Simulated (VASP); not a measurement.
The system is HfO2 (rat).

```
Hf O
1.0
    -0.00304    2.56055    2.54107
     2.53268   -0.00403    2.56612
     2.56265    2.53405    0.00707
Hf O
1 2
Direct
  0.98412 0.02398 0.99254
  0.23437 0.27419 0.24196
  0.73396 0.77409 0.74245
```

| Property | Result |
| --- | --- |
| Program | VASP 6.6.1 |
| Task | relaxation of cell and atoms |
| Functional | PBE |
| Potentials or basis | VASP PAW PBE potentials, release 64 (Hf_pv, O) |
| Cutoff | 600 eV |
| k mesh | 8 × 8 × 8 |
| Occupations | gaussian, width 0.02 eV |
| Spin | no spin polarisation |

At the start: pressure -4.1 GPa; volume 11.05 Å³/atom.

Task: How do energy, volume and symmetry change on relaxing?

Result: Over 7 steps the energy falls by 2.4 meV/atom and the volume is 10.86 Å³/atom (-1.7 %); space group Fm-3m (No. 225, to 0.05 Å).

The path:
```csv
step,energy change (eV),largest force (eV/Å),pressure (GPa),volume (Å³)
1,0.0000,0.0111,-4.05,33.15
2,0.0076,0.0044,6.33,31.82
3,-0.0072,0.0081,0.00,32.59
4,-0.0072,0.0080,0.07,32.58
5,-0.0072,0.0038,-0.08,32.60
6,-0.0072,0.0051,-0.04,32.60
7,-0.0072,0.0016,-0.02,32.59
```

Final structure:
```
Hf O
1.0
    -0.00227    2.54584    2.52557
     2.51916   -0.00418    2.55141
     2.54921    2.52067    0.00660
Hf O
1 2
Direct
  0.98414 0.02405 0.99240
  0.23423 0.27409 0.24222
  0.73408 0.77412 0.74233
```
